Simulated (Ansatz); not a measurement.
# ZnS (F-43m) in Ansatz: notebook

One crystal, ZnS, is run at these levels: HSE06; tasks: band structure, single point, equation of state.

All numbers are computed with Ansatz 0.2.0; they aren't measurements. Logs are shortened: lines on timing, memory, paths and dates and some standing lists are left out, and cuts for length are marked.

**The experiment to reproduce.**

From “Electronic, vibrational, and thermodynamic properties of ZnS (zincblende and rocksalt structure)”, 2009, arxiv:0911.5022, for a bulk crystal of ZnS at 19 K: band gap 3.85 eV (direct).

How close the calculation comes is told below.

## 1. The structure

It takes space group F-43m (No. 216, cubic). Conventional cell: a = 5.404 Å, b = 5.404 Å, c = 5.404 Å, α = 90.00°, β = 90.00°, γ = 90.00°. Zn (site symmetry -43m) has 4 S at 2.34 Å as nearest neighbours. S (site symmetry -43m) has 4 Zn at 2.34 Å as nearest neighbours.

## 2. Band structure, HSE06

Contents of input.yaml:

```yaml
crystal:
  lattice:
    - [0.0, 2.702, 2.702]
    - [2.702, 0.0, 2.702]
    - [2.702, 2.702, 0.0]
  atoms:
    - { symbol: Zn, position: [0.75, 0.75, 0.75] }
    - { symbol: S, position: [0.0, 0.0, 0.0] }
hamiltonian:
  xc: hse06
  pseudopotentials: { kind: paw }
kpoints:
  mp_grid: { grid: [5, 5, 5] }
  band_path:
    path:
      - [[0.0, 0.0, 0.0], [0.5, 0.0, 0.5], [0.5, 0.25, 0.75], [0.375, 0.375, 0.75], [0.0, 0.0, 0.0], [0.5, 0.5, 0.5], [0.625, 0.25, 0.625], [0.5, 0.25, 0.75], [0.5, 0.5, 0.5], [0.375, 0.375, 0.75]]
      - [[0.625, 0.25, 0.625], [0.5, 0.0, 0.5]]
    npoints: 4
scf:
  occupations: { method: fermi_dirac, width: 0.05 }
  n_extra_bands: 6
output:
  forces: true
  stress: true
  eigenvalues: true
  fatbands: false
  write_density: true
  write_potential: true
  elf: true
  volumetric_format: npy
```

Potentials or basis: Ansatz PAW.

Run with:

```
$ ansatz run input.yaml --threads 2 --pin off --max-ram 5632MiB --backend cpu --events-out ev --progress --plain --runs-dir out
```

Log:

```text
[... 2 lines left out ...]
Warning: RAYON_NUM_THREADS=2 ignored (pool sized by the plan → 2); use --threads N
scf.n_extra_bands = 6 over 9 filled bands (N_el = 18.0): the run solves 15 bands
Engine: ansatz 0.2.0, x86_64-unknown-linux-gnu
Pseudopotentials: kind: paw
Pseudopotential: Zn, paw, valence charge 12, recommended cutoff 420 eV (normal), Zn.paw.azcp
Pseudopotential: S, paw, valence charge 6, recommended cutoff 420 eV (normal), S.paw.azcp
Functional definition: HSE06
  parameter a = 0.25
  parameter omega = 0.11/bohr
  exchange = pbe_x - a*pbe_x_sr(omega) + a*exact_x_sr(omega)
  correlation = pbe_c
Crystal: 2 atoms, lattice volume = 39.454 Å³
Basis set: ecut = 420 eV, 749 PW (Γ), exchange–correlation on 54×54×54 points (8 copies of the dense FFT grid, shifted against one another)
Bands: 15, of which v1, the nominal top of the filled ones, is band 9 counted from 1 (8 counted from 0)
Symmetry: 24 space group operations
Space group: F-43m (ITA 216), of the structure as read, at distance tolerance 3.4e-5 Å
k-points: 10 of 125 (time reversal used)
Non-local potential: Zn, projectors of the file, l = 0: 2, l = 1: 2, l = 2: 3, l = 3: 1
Non-local potential: S, projectors of the file, l = 0: 2, l = 1: 2, l = 2: 2
PAW form: soft (Blöchl's): semilocal exchange-correlation on the pseudo side does not see the compensation charge
PAW frozen core: Zn, regenerated for the run's functional, and the local potential with it (the file was generated under x = pbe(κ = 0.804, μ = 0.2195149727645171), c = pbe(β = 0.06672455060314922))
PAW frozen core: S, regenerated for the run's functional, and the local potential with it (the file was generated under x = pbe(κ = 0.804, μ = 0.2195149727645171), c = pbe(β = 0.06672455060314922))
PAW one-centre angular grid: Zn, 590 points (default); XC on 64 Gauss nodes
PAW one-centre angular grid: S, 110 points (default); XC on 64 Gauss nodes
Initial density: superposition of atomic densities (neutral atoms: chi_scale 0, normalization atom), corrected by the library's trained network
Initial wavefunctions: pseudopotential atomic-orbital guess
Functional: x = pbe(κ = 0.804, μ = 0.2195149727645171), c = pbe(β = 0.06672455060314922), warm-up for x = pbe(κ = 0.804, μ = 0.2195149727645171) + 0.25 (exact − pbe) at short range (hse, ω = 0.20786987370883472 Å⁻¹), c = pbe(β = 0.06672455060314922); HSE06 as pw.x's `hse` composes it (authors' and Libxc's form: `xc: wpbeh`)
SCF iter   1: F=—  HF=-4222.719427 eV  |F-HF|=—  |Δ(HF+E_count)|=         —  Δρ=1.69e-3  dr2=1.00e-3  ethr=1.77e-3  ⟨swp⟩=10.3  Hψ=798  notcnv=0
preconditioner: auto → none  [insulator: Δε(μ)=2.108 eV  Ē_g=13.930 eV  σ=0.050 eV  W_gap=1.00  n_scr=14 (ndim 8)  ℏωp=25.1 eV  f_vac=0.026  D(μ)=0.00/eV (n_scr^D=0)]
SCF iter   2: F=—  HF=-4222.719105 eV  |F-HF|=—  |Δ(HF+E_count)|=   3.22e-4  Δρ=1.41e-3  dr2=5.09e-4  ethr=5.58e-6  ⟨swp⟩=4.1  Hψ=456  notcnv=0
iter 3 solved again at ethr=2.03e-8 eV; its pass at ethr=2.83e-6 eV (dr2=3.66e-6 eV) is discarded
SCF iter   3: F=-4222.718927 eV  HF=-4222.718892 eV  |F-HF|=3.52e-5  |Δ(HF+E_count)|=   2.14e-4  Δρ=1.69e-4  dr2=4.13e-6  ethr=2.03e-8  ⟨swp⟩=3.3  Hψ=616  notcnv=0
SCF 1 stopped early in 3 iterations: F = -4222.718927 eV  dr2 = 4.13e-6
Initial density: handed on by an earlier stage of this run
Initial wavefunctions: those handed on with the density
Functional: x = pbe(κ = 0.804, μ = 0.2195149727645171) + 0.25 (exact − pbe) at short range (hse, ω = 0.20786987370883472 Å⁻¹), c = pbe(β = 0.06672455060314922); HSE06 as pw.x's `hse` composes it (authors' and Libxc's form: `xc: wpbeh`)
Exchange kernel: α = 0.2500, screened, ω = 0.2079 Å⁻¹, Wigner–Seitz truncation, v(0) = 1042.3398 eV·Å³, q-mesh 5×5×5, nearest image of the exchange supercell L = 19.11 Å, pair-density grid 15×15×15, without the augmentation charges, whose exchange is taken in its separable form by FFT convolution over the k-point mesh (sized by the pseudopotential files, 24×24×24 at the most), smooth part of the exact exchange by density-matrix convolution
Frozen-core exchange: fock
SCF iter   1: F=—  HF=-4223.420941 eV  |F-HF|=—  |Δ(HF+E_count)|=         —  Δρ=2.21e-2  dr2=1.00e-1  ethr=2.29e-7  ⟨swp⟩=7.6  Hψ=841  notcnv=0
preconditioner: auto → none  [insulator: Δε(μ)=3.316 eV  Ē_g=16.629 eV  σ=0.050 eV  W_gap=1.00  n_scr=14 (ndim 8)  ℏωp=25.1 eV  f_vac=0.026  D(μ)=0.00/eV (n_scr^D=0)]
SCF iter   2: F=—  HF=-4223.393419 eV  |F-HF|=—  |Δ(HF+E_count)|=   2.75e-2  Δρ=3.61e-3  dr2=7.00e-3  ethr=2.29e-7  ⟨swp⟩=5.1  Hψ=620  notcnv=0
SCF iter   3: F=—  HF=-4223.386550 eV  |F-HF|=—  |Δ(HF+E_count)|=   6.87e-3  Δρ=3.32e-3  dr2=2.87e-3  ethr=2.29e-7  ⟨swp⟩=4.9  Hψ=513  notcnv=0
SCF iter   4: F=—  HF=-4223.386428 eV  |F-HF|=—  |Δ(HF+E_count)|=   1.22e-4  Δρ=5.70e-4  dr2=1.27e-3  ethr=2.29e-7  ⟨swp⟩=4.0  Hψ=405  notcnv=0
SCF iter   5: F=—  HF=-4223.395568 eV  |F-HF|=—  |Δ(HF+E_count)|=   9.14e-3  Δρ=1.94e-3  dr2=7.74e-4  ethr=2.29e-7  ⟨swp⟩=4.9  Hψ=462  notcnv=0
SCF iter   6: F=—  HF=-4223.395291 eV  |F-HF|=—  |Δ(HF+E_count)|=   2.77e-4  Δρ=1.24e-4  dr2=2.16e-5  ethr=2.29e-7  ⟨swp⟩=4.0  Hψ=409  notcnv=0
SCF iter   7: F=—  HF=-4223.395403 eV  |F-HF|=—  |Δ(HF+E_count)|=   1.12e-4  Δρ=2.29e-4  dr2=1.18e-5  ethr=2.25e-8  ⟨swp⟩=4.0  Hψ=453  notcnv=0
SCF iter   8: F=-4223.395400 eV  HF=-4223.395399 eV  |F-HF|=4.13e-7  |Δ(HF+E_count)|=   3.96e-6  Δρ=1.84e-5  dr2=7.60e-7  ethr=2.25e-8  ⟨swp⟩=3.0  Hψ=320  notcnv=0
SCF 2 stopped early in 8 iterations: F = -4223.395400 eV  dr2 = 7.60e-7
hybrid outer 1: dexx = +9.572e-3 eV, tail = 3.68e-5 eV
Exchange kernel: α = 0.2500, screened, ω = 0.2079 Å⁻¹, Wigner–Seitz truncation, v(0) = 1042.3398 eV·Å³, q-mesh 5×5×5, nearest image of the exchange supercell L = 19.11 Å, pair-density grid 15×15×15, without the augmentation charges, whose exchange is taken in its separable form by FFT convolution over the k-point mesh (sized by the pseudopotential files, 24×24×24 at the most), smooth part of the exact exchange by density-matrix convolution
Frozen-core exchange: fock
SCF iter   1: F=—  HF=-4223.394840 eV  |F-HF|=—  |Δ(HF+E_count)|=         —  Δρ=1.10e-4  dr2=3.47e-6  ethr=1.02e-6  ⟨swp⟩=3.2  Hψ=323  notcnv=0
preconditioner: auto → none  [insulator: Δε(μ)=3.340 eV  Ē_g=16.339 eV  σ=0.050 eV  W_gap=1.00  n_scr=14 (ndim 8)  ℏωp=25.1 eV  f_vac=0.028  D(μ)=0.00/eV (n_scr^D=0)]
SCF iter   2: F=—  HF=-4223.394839 eV  |F-HF|=—  |Δ(HF+E_count)|=   5.12e-7  Δρ=1.34e-5  dr2=1.78e-7  ethr=1.55e-8  ⟨swp⟩=3.1  Hψ=328  notcnv=0
SCF iter   3: F=—  HF=-4223.394840 eV  |F-HF|=—  |Δ(HF+E_count)|=   9.46e-7  Δρ=1.88e-5  dr2=8.56e-8  ethr=1.43e-10  ⟨swp⟩=4.0  Hψ=485  notcnv=0
SCF iter   4: F=-4223.394840 eV  HF=-4223.394840 eV  |F-HF|=3.95e-10  |Δ(HF+E_count)|=   3.42e-8  Δρ=1.39e-6  dr2=3.22e-9  ethr=1.43e-10  ⟨swp⟩=3.9  Hψ=355  notcnv=0
SCF 3 converged in 4 iterations: F = -4223.394840 eV  dr2 = 3.22e-9
  Residual-converged pass: ⟨swp⟩=2.9  Hψ=259  notcnv=0  max |occ|·‖R‖ = 2.4e-6 eV (tolerance 2.4e-6 eV)  dr2=3.22e-9  dr2_onsite=3.86e-10  max |Δocc| = 1.3e-23
hybrid outer 2: dexx = +9.180e-7 eV, tail = 1.84e-8 eV, Δε = 3.21e-3 eV (about 8.69e-5 eV left of the loop's levels)
NSCF: frozen V_eff on 42 k-points
hybrid SCF converged: 2 outer / 12 inner (+3 warm-up), last move |dexx| = 9.18e-7 eV, tail = 1.84e-8 eV
Stability not checked: this state was not tested for a lower state beside it, because the functional holds exact exchange (a hybrid, or Hartree-Fock), whose exchange loop this test does not read (fock_operator; see scf.lower_state_search)
Free energy (F): -4223.394840 eV
Frozen-core exchange: fock
Harris-Foulkes:  -4223.394840 eV  (|F-HF|=3.95e-10)
Internal energy: -4223.394840 eV  (E = F + TS)
E sigma→0 (E₀):  -4223.394840 eV
Fermi energy:    6.752244 eV
--- Per-component energies (eV) ---
  E_band       = -27.054547
  E_kinetic    = 237.861485
  E_local      = -2051.133241  (includes V_loc(G=0)·N_el)
  E_nonlocal   = 647.311050
  E_hartree    = 862.631642
  E_xc         = -186.673372
  E_vxc        = -111.776664  (∫ρ·V_xc dr)
  E_exx        = -53.222468  (= α·E_x^exact, valence–valence)
  E_paw        = -2427.337595  (= ΣΔE_a)
  E_vpaw       = -368.135082  (= ΣTr[D̂ρ^β])
  E_aug_tail   = -0.000365  (compensation charges beyond the density's cutoff)
  E_ewald      = -1253.379294
  E_core_change = 0.547318  (= ΣΔE_core)
  E_smearing   = -0.000000  (= −TS)
  E_closure    = 0.000000  (closes the sum)
  Σ components = -4223.394840   (vs F -4223.394840, Δ=0.00e0)
--- Forces (eV/Å), atoms counted from 1 ---
  atom   1  Zn     0.00000000    -0.00000000    -0.00000000
  atom   2  S     -0.00000000     0.00000000    -0.00000000
  max |Σ_I F_I| component: 5.55e-17 eV/Å
--- Stress (GPa, compression-positive) ---
        0.973600      -0.000000      -0.000000
       -0.000000       0.973600       0.000000
       -0.000000       0.000000       0.973600
  P = ⅓ Tr σ = 0.9736 GPa (9.736 kbar)
--- Band table (eV; the first three rows and the last of 10) ---
  k-point 0: bands = ["-9.2534", "-2.8489", "-2.8489", "-2.8489", "-2.4089", "-2.4089", "5.0545", "5.0545", "5.0545", "8.3948", "12.7419", "12.7419", "12.7419", "18.1560", "18.1560"]
  k-point 1: bands = ["-8.9478", "-2.8048", "-2.8048", "-2.7842", "-2.4104", "-2.4104", "2.7775", "4.7054", "4.7054", "9.6902", "12.8688", "13.2806", "13.2806", "17.2370", "17.2370"]
  k-point 2: bands = ["-8.3762", "-2.7493", "-2.7493", "-2.3915", "-2.3915", "-2.3834", "0.0331", "4.2199", "4.2199", "9.6734", "13.3032", "13.3032", "14.8852", "18.3182", "18.8636"]
  k-point 9: bands = ["-8.0264", "-2.6872", "-2.6440", "-2.4875", "-2.3934", "-2.0911", "0.3378", "2.0535", "2.9003", "11.6476", "12.1723", "13.4978", "16.3159", "17.6536", "19.8664"]
```

It took 9.5 min on 2 threads of Intel Xeon at 2.50GHz (Skylake/Cascade Lake), shared host; peak memory 0.8 GiB.

Results:

* Free energy: -4223.3948 eV
* Pressure: 1.0 GPa
* Band gap on the k mesh: 3.34 eV, direct
* Band gap along the path: 3.34 eV, direct

Levels at the corners of the path, in eV from the valence-band top:
```tsv
point	band 6	band 7	band 8	band 9	band 10	band 11	band 12	band 13
Γ	-7.46	0.00	0.00	0.00	3.34	7.69	7.69	7.69
X	-7.19	-4.98	-2.34	-2.34	4.38	5.27	12.54	13.69
W	-7.02	-4.81	-2.97	-2.85	6.78	7.55	9.23	9.40
K	-7.07	-4.88	-3.33	-1.91	5.23	7.29	10.73	11.25
Γ	-7.46	0.00	0.00	0.00	3.34	7.69	7.69	7.69
L	-7.23	-5.59	-0.91	-0.91	4.56	8.18	8.18	10.21
U	-7.07	-4.88	-3.33	-1.91	5.23	7.29	10.73	11.25
W	-7.02	-4.81	-2.97	-2.85	6.78	7.55	9.23	9.40
L	-7.23	-5.59	-0.91	-0.91	4.56	8.18	8.18	10.21
K	-7.07	-4.88	-3.33	-1.91	5.23	7.29	10.73	11.25
U	-7.07	-4.88	-3.33	-1.91	5.23	7.29	10.73	11.25
X	-7.19	-4.98	-2.34	-2.34	4.38	5.27	12.54	13.69
```

Caveat: the PAW data sets come from PBE, with cores solved anew for the run's functional, which leaves a small shift of forces and pressure; the thresholds are loose for stress.

## 3. Single point, HSE06, 18.54 Å³/atom (volume scaled by 0.94)

Contents of input.yaml:

```yaml
crystal:
  lattice:
    - [0.0, 2.6468416657, 2.6468416657]
    - [2.6468416657, 0.0, 2.6468416657]
    - [2.6468416657, 2.6468416657, 0.0]
  atoms:
    - { symbol: Zn, position: [0.75, 0.75, 0.75] }
    - { symbol: S, position: [0.0, 0.0, 0.0] }
hamiltonian:
  xc: hse06
  pseudopotentials: { kind: paw }
kpoints:
  mp_grid: { grid: [5, 5, 5] }
scf:
  occupations: { method: fermi_dirac, width: 0.05 }
output:
  forces: true
  stress: true
  eigenvalues: true
```

Potentials or basis: Ansatz PAW.

Run with:

```
$ ansatz run input.yaml --threads 2 --pin off --max-ram 5632MiB --backend cpu --events-out ev --progress --plain --runs-dir out
```

Wall time 60 s (2 threads of Intel Xeon at 2.50GHz (Skylake/Cascade Lake), shared host); peak memory 0.77 GiB.

Results (log left out):

* Free energy: -4223.3414 eV
* Pressure: 6.6 GPa
* Band gap on the k mesh: 3.64 eV, direct

Caveat: odd divisions of the mesh miss points on the zone boundary, where band edges often lie, so the gap on the mesh can be too wide; the PAW data sets come from PBE, with cores solved anew for the run's functional, which leaves a small shift of forces and pressure; the thresholds are loose for stress.

## 4. Single point, HSE06, 18.94 Å³/atom (volume scaled by 0.96)

Changes to input.yaml since step 3:

```diff
@@ -2,5 +2,5 @@
   lattice:
-    - [0.0, 2.6468416657, 2.6468416657]
-    - [2.6468416657, 0.0, 2.6468416657]
-    - [2.6468416657, 2.6468416657, 0.0]
+    - [0.0, 2.6654820099, 2.6654820099]
+    - [2.6654820099, 0.0, 2.6654820099]
+    - [2.6654820099, 2.6654820099, 0.0]
   atoms:
```

Run with:

```
$ ansatz run input.yaml --threads 2 --pin off --max-ram 5632MiB --backend cpu --events-out ev --progress --plain --runs-dir out
```

Wall time 62 s (2 threads of Intel Xeon at 2.50GHz (Skylake/Cascade Lake), shared host); peak memory 0.77 GiB.

Results (log left out):

```yaml
Free_energy: -4223.3686 eV
Pressure: 4.5 GPa
Band_gap_on_the_k_mesh: 3.54 eV, direct
```

Caveat: odd divisions of the mesh miss points on the zone boundary, where band edges often lie, so the gap on the mesh can be too wide; the PAW data sets come from PBE, with cores solved anew for the run's functional, which leaves a small shift of forces and pressure; the thresholds are loose for stress.

## 5. Single point, HSE06, 19.33 Å³/atom (volume scaled by 0.98)

Changes to input.yaml since step 4:

```diff
@@ -2,5 +2,5 @@
   lattice:
-    - [0.0, 2.6654820099, 2.6654820099]
-    - [2.6654820099, 0.0, 2.6654820099]
-    - [2.6654820099, 2.6654820099, 0.0]
+    - [0.0, 2.6838652254, 2.6838652254]
+    - [2.6838652254, 0.0, 2.6838652254]
+    - [2.6838652254, 2.6838652254, 0.0]
   atoms:
```

Run with:

```
$ ansatz run input.yaml --threads 2 --pin off --max-ram 5632MiB --backend cpu --events-out ev --progress --plain --runs-dir out
```

It took 68 s on 2 threads of Intel Xeon at 2.50GHz (Skylake/Cascade Lake), shared host; peak memory 0.77 GiB.

Results (log left out):

* Free energy: -4223.3860 eV
* Pressure: 2.6 GPa
* Band gap on the k mesh: 3.44 eV, direct

Caveat: odd divisions of the mesh miss points on the zone boundary, where band edges often lie, so the gap on the mesh can be too wide; the PAW data sets come from PBE, with cores solved anew for the run's functional, which leaves a small shift of forces and pressure; the thresholds are loose for stress.

## 6. Single point, HSE06, 19.73 Å³/atom

Changes to input.yaml since step 5:

```diff
@@ -2,5 +2,5 @@
   lattice:
-    - [0.0, 2.6838652254, 2.6838652254]
-    - [2.6838652254, 0.0, 2.6838652254]
-    - [2.6838652254, 2.6838652254, 0.0]
+    - [0.0, 2.702, 2.702]
+    - [2.702, 0.0, 2.702]
+    - [2.702, 2.702, 0.0]
   atoms:
@@ -19 +19,5 @@
   eigenvalues: true
+  write_density: true
+  write_potential: true
+  elf: true
+  volumetric_format: npy
```

Potentials or basis: Ansatz PAW.

Run with:

```
$ ansatz run input.yaml --threads 2 --pin off --max-ram 5632MiB --backend cpu --events-out ev --progress --plain --runs-dir out
```

Run time: 60 s. Hardware: 2 threads of Intel Xeon at 2.50GHz (Skylake/Cascade Lake), shared host; peak memory 0.77 GiB.

It converged, with:

* Free energy: -4223.3948 eV
* Pressure: 1.0 GPa
* Band gap on the k mesh: 3.34 eV, direct

Caveat: odd divisions of the mesh miss points on the zone boundary, where band edges often lie, so the gap on the mesh can be too wide; the PAW data sets come from PBE, with cores solved anew for the run's functional, which leaves a small shift of forces and pressure; the thresholds are loose for stress.

## 7. Single point, HSE06, 20.12 Å³/atom (volume scaled by 1.02)

Changes to input.yaml since step 6:

```diff
@@ -2,5 +2,5 @@
   lattice:
-    - [0.0, 2.702, 2.702]
-    - [2.702, 0.0, 2.702]
-    - [2.702, 2.702, 0.0]
+    - [0.0, 2.7198945612, 2.7198945612]
+    - [2.7198945612, 0.0, 2.7198945612]
+    - [2.7198945612, 2.7198945612, 0.0]
   atoms:
```

Run with:

```
$ ansatz run input.yaml --threads 2 --pin off --max-ram 5632MiB --backend cpu --events-out ev --progress --plain --runs-dir out
```

Wall time 63 s (2 threads of Intel Xeon at 2.50GHz (Skylake/Cascade Lake), shared host); peak memory 0.79 GiB.

Results (log left out):

| Property | Result |
| --- | --- |
| Free energy | -4223.3958 eV |
| Pressure | -0.5 GPa |
| Band gap on the k mesh | 3.25 eV, direct |

Caveat: odd divisions of the mesh miss points on the zone boundary, where band edges often lie, so the gap on the mesh can be too wide; the PAW data sets come from PBE, with cores solved anew for the run's functional, which leaves a small shift of forces and pressure; the thresholds are loose for stress.

## 8. Single point, HSE06, 20.52 Å³/atom (volume scaled by 1.04)

Contents of input.yaml:

```yaml
crystal:
  lattice:
    - [0.0, 2.7375567091, 2.7375567091]
    - [2.7375567091, 0.0, 2.7375567091]
    - [2.7375567091, 2.7375567091, 0.0]
  atoms:
    - { symbol: Zn, position: [0.75, 0.75, 0.75] }
    - { symbol: S, position: [0.0, 0.0, 0.0] }
hamiltonian:
  xc: hse06
  pseudopotentials: { kind: paw }
kpoints:
  mp_grid: { grid: [5, 5, 5] }
scf:
  occupations: { method: fermi_dirac, width: 0.05 }
output:
  forces: true
  stress: true
  eigenvalues: true
```

Run with:

```
$ ansatz run input.yaml --threads 2 --pin off --max-ram 5632MiB --backend cpu --events-out ev --progress --plain --runs-dir out
```

Wall time 63 s (2 threads of Intel Xeon at 2.50GHz (Skylake/Cascade Lake), shared host); peak memory 0.85 GiB.

The run converged. Its results:

```
Free energy            : -4223.3899 eV
Pressure               : -1.9 GPa
Band gap on the k mesh : 3.15 eV, direct
```

Caveat: odd divisions of the mesh miss points on the zone boundary, where band edges often lie, so the gap on the mesh can be too wide; the PAW data sets come from PBE, with cores solved anew for the run's functional, which leaves a small shift of forces and pressure; the thresholds are loose for stress.

## 9. Single point, HSE06, 20.91 Å³/atom (volume scaled by 1.06)

Changes to input.yaml since step 8:

```diff
@@ -2,5 +2,5 @@
   lattice:
-    - [0.0, 2.7375567091, 2.7375567091]
-    - [2.7375567091, 0.0, 2.7375567091]
-    - [2.7375567091, 2.7375567091, 0.0]
+    - [0.0, 2.7549938462, 2.7549938462]
+    - [2.7549938462, 0.0, 2.7549938462]
+    - [2.7549938462, 2.7549938462, 0.0]
   atoms:
```

Potentials or basis: Ansatz PAW.

Run with:

```
$ ansatz run input.yaml --threads 2 --pin off --max-ram 5632MiB --backend cpu --events-out ev --progress --plain --runs-dir out
```

Run time: 54 s. Hardware: 2 threads of Intel Xeon at 2.50GHz (Skylake/Cascade Lake), shared host; peak memory 0.85 GiB.

It converged, with:

```yaml
Free_energy: -4223.3775 eV
Pressure: -3.1 GPa
Band_gap_on_the_k_mesh: 3.07 eV, direct
```

Caveat: odd divisions of the mesh miss points on the zone boundary, where band edges often lie, so the gap on the mesh can be too wide; the PAW data sets come from PBE, with cores solved anew for the run's functional, which leaves a small shift of forces and pressure; the thresholds are loose for stress.

## 10. Equation of state, HSE06

No new run: the results of the series are fitted here.

Results:

| Quantity | Value |
| --- | --- |
| Equilibrium volume | 19.98 Å³/atom |
| Bulk modulus | 75 GPa |
| Pressure derivative of the bulk modulus | 4.3 |

Energy against volume, from the lowest point:
```tsv
volume (Å³/atom)	energy (meV/atom)
18.543	27.20
18.938	13.63
19.332	4.91
19.727	0.50
20.121	0.00
20.516	2.96
20.910	9.17
```

Caveat: the k mesh is coarse (spacing up to 0.40 Å⁻¹), so the values aren't converged, least of all with exact exchange; the PAW data sets were made with another functional, which shifts forces and pressure a little.

## 11. How close it comes

Step 2. Against the measured gap of ZnS, 3.85 eV (direct; 19 K; quoted in “Electronic, vibrational, and thermodynamic properties of ZnS (zincblende and rocksalt structure)”, 2009, arxiv:0911.5022), the calculated 3.34 eV is off by -0.51 eV. The value is that of HSE06, without temperature or zero-point motion.
